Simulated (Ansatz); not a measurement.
# Ir: response to strain

Ir is deformed so: equal xx and yy strain of -2 %. What stress and forces result, by LAPW, PAW and all-electron datasets made for the crystal?

Program: Ansatz 0.2.0. Level of theory: DFT PBE, scalar-relativistic. These are calculated values, not measurements.

### Step 1. The starting structure

The structure is cubic, space group Fm-3m (No. 225). The conventional cell has a = 3.839 Å, b = 3.839 Å, c = 3.839 Å, α = 90.00°, β = 90.00°, γ = 90.00°. Ir (site symmetry m-3m) is surrounded by 12 Ir at 2.71 Å.

As a file:

```xyz
1
Lattice="0.0000 1.9197 1.9197 1.9197 0.0000 1.9197 1.9197 1.9197 0.0000" Properties=species:S:1:pos:R:3 pbc="T T T"
Ir    0.0000    0.0000    0.0000
```

### Step 2. After the deformation

Space group Fm-3m before, I4/mmm after.

### Step 3. Full-potential LAPW

input.yaml

```yaml
crystal:
  lattice:
    - [0.0, 1.881306, 1.9197]
    - [1.881306, 0.0, 1.9197]
    - [1.881306, 1.881306, 0.0]
  atoms:
    - { symbol: Ir, position: [0.0, 0.0, 0.0] }
kpoints:
  mp_grid: { grid: [15, 15, 15] }
  band_path:
    path:
      - [0.0, 0.0, 0.0]
      - [0.0, 0.5, 0.5]
      - [0.25, 0.75, 0.5]
      - [0.0, 0.5, 0.0]
      - [0.0, 0.0, 0.0]
      - [0.5, 0.5, 0.0]
      - [0.37005, 0.62995, 0.0]
      - [-0.37005, 0.37005, 0.0]
      - [0.0, 0.0, 0.0]
    npoints: 5
scf:
  occupations: { method: fermi_dirac, width: 0.05 }
hamiltonian:
  xc: pbe
  pseudopotentials: { kind: all_electron, lapw: { basis_error: 0.0005 } }
output:
  forces: true
  stress: true
  eigenvalues: true
```

Launch:

```bash
ansatz run input.yaml --threads 1 --pin off --max-ram 3072MiB --backend cpu --events-out ev --progress --plain --runs-dir out
```

### Step 4. PAW with frozen cores

input.yaml

```yaml
crystal:
  lattice:
    - [0.0, 1.881306, 1.9197]
    - [1.881306, 0.0, 1.9197]
    - [1.881306, 1.881306, 0.0]
  atoms:
    - { symbol: Ir, position: [0.0, 0.0, 0.0] }
kpoints:
  mp_grid: { grid: [15, 15, 15] }
scf:
  occupations: { method: fermi_dirac, width: 0.05 }
hamiltonian:
  xc: pbe
  pseudopotentials: { kind: paw }
output:
  forces: true
  stress: true
  eigenvalues: true
  efg: { contact_densities: true }
```

### Step 5. All-electron PAW on datasets made for the crystal

Edit input.yaml of step 4 so:

```diff
@@ -13,3 +13,3 @@
   xc: pbe
-  pseudopotentials: { kind: paw }
+  pseudopotentials: { kind: all_electron, datasets: crystal }
 output:
```

(Steps that only read results are left out.)

Q: Predict the outcome of this session. Wanted: pressure; largest shear or deviatoric stress.

The runs gave:

| quantity | value |
| --- | --- |
| pressure | LAPW 26.45, PAW 26.55, crystal datasets 26.45 GPa |
| largest shear or deviatoric stress (LAPW) | 5.98 GPa |

**Reading.** The largest part of the stress beyond the pressure is 5.98 GPa in size, in the zz component. No run of the undeformed cell stands beside it, so the pressure holds what the given cell had before the change. PAW: stress within 0.11 GPa of LAPW. Crystal datasets: stress within 0.01 GPa of LAPW. Spin-orbit coupling is left out, though the cell holds Ir; in elements this heavy it can shift bands and gaps by tenths of an eV.
